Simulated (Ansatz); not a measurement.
InN (zinc blende)

```xyz
2
Lattice="0.0000 2.5247 2.5247 2.5247 0.0000 2.5247 2.5247 2.5247 0.0000" Properties=species:S:1:pos:R:3 pbc="T T T"
N      3.7871     3.7871     3.7871
In     0.0000     0.0000     0.0000
```

E(V) scan at fixed shape, V₀ the volume above. Symmetry pins the atoms to their sites.

Calculation: PBE (plane waves to 420 eV, PAW, scalar-relativistic; Ansatz, an electronic-structure program). k mesh 11×11×11 (Γ-centred), Fermi-Dirac smearing 0.05 eV. The energy includes the smearing's −TS. Compression counts positive. At this level the bands of InN touch or barely overlap; measurements give the solid a gap. InN was relaxed with its symmetry unable to fall. The PAW data are Ansatz's earlier set. The zero of ΔE is the relaxed starting cell. The last digit holds for this mesh only.

```tsv
V (Å³/atom)	ΔE (meV/atom)
14.484	74.5
14.806	45.7
15.127	24.7
15.449	10.5
15.771	2.5
16.093	0.0
16.415	2.4
16.737	9.1
17.059	19.7
17.380	withheld
17.702	50.9
```

### Question
Fit a third-order Birch-Murnaghan form (E₀, V₀, B₀, B₀′ free) to the given rows and predict ΔE at V = 17.380.

### Answer
Least squares on the 10 given rows: ΔE = E₀ + (9V₀B₀/16)·y²·[2 + (B₀′ − 4)y], y = (V₀/V)^(2/3) − 1, with V₀ = 16.092 Å³/atom, B₀ = 121.5 GPa (160.2 GPa = 1 eV/Å³; the term in eV is multiplied by 1000), B₀′ = 4.75, E₀ = 0.00 meV/atom; root-mean-square residual 0.03 meV/atom. At 17.380 the fit gives 33.7 meV/atom; the calculation gives 33.8 meV/atom, so the interpolation is off by -0.1 (-0.3 %). For the pressure the fit gives -7.8 GPa against the computed -7.8 GPa.

(A scan under strain: stresses follow from slopes of the energy per volume, elastic moduli from its curvatures.)
